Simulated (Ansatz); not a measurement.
The calculation used DFT PBE, scalar-relativistic, plane waves, PAW in Ansatz 0.2.0. Cutoff 420 eV, Γ-centred meshes of about 0.25 Å⁻¹ or finer for metals and 0.3 Å⁻¹ for insulators (2π included), Gaussian smearing. No spin polarisation.

Temperature and zero-point effects are left out.

Compare these two cells of Hf5C3, each relaxed at this level.

1.

```
CELL_PARAMETERS angstrom
3.61797 -5.11951 0.00000
3.61797 5.11951 0.00000
0.00000 0.00000 3.32041
ATOMIC_POSITIONS crystal
Hf 0.00000 0.00000 0.00000
Hf 0.00000 0.50000 0.00000
Hf 0.50000 0.00000 0.00000
Hf 0.29719 0.29719 0.50000
Hf 0.70281 0.70281 0.50000
C 0.50000 0.50000 0.00000
C 0.83960 0.16040 0.50000
C 0.16040 0.83960 0.50000
```

2.

```
CELL_PARAMETERS angstrom
3.08350 0.00000 0.00000
0.00000 3.08350 0.00000
0.00000 0.00000 14.40894
ATOMIC_POSITIONS crystal
Hf 0.00000 0.00000 0.81712
Hf 0.00000 0.00000 0.18288
Hf 0.00000 0.00000 0.40909
Hf 0.00000 0.00000 0.59091
Hf 0.50000 0.50000 0.00000
C 0.50000 0.50000 0.15451
C 0.50000 0.50000 0.50000
C 0.50000 0.50000 0.84549
```

Question: Which would you expect to be lower, and how large is the difference?

Answer: Cell 2 is lower, by 61 meV/atom. Cell 1 has space group Cmmm (No. 65), 15.4 Å³/atom and no gap on its mesh; cell 2 has space group P4/mmm (No. 123), 17.1 Å³/atom and no gap. Counting C atoms around Hf (those within 1.25 times the shortest such distance or 1.15 times the sum of covalent radii, 1.27 where that leaves under three; a plus sign parts nearer from farther groups; a slash parts the counts of unlike sites), cell 1 has Hf 2+2/4/4+2 and cell 2 has Hf 2/4. The lower one is the more open, so pressure narrows the difference. Even the lower one lies +0.16 eV/atom against the reference forms of the elements (uncorrected), so neither is stable at this level. Both come from trial cells of a structure search, whose lowest cell (Immm, 16.2 Å³/atom) lies 167 meV/atom below the lower of the two.

These runs have no spin–orbit coupling, which can matter for Hf. Cells relaxed within their symmetry can be saddle points. Some structure types and database cells were kept out of the candidates from the start, so a known form may be missing.
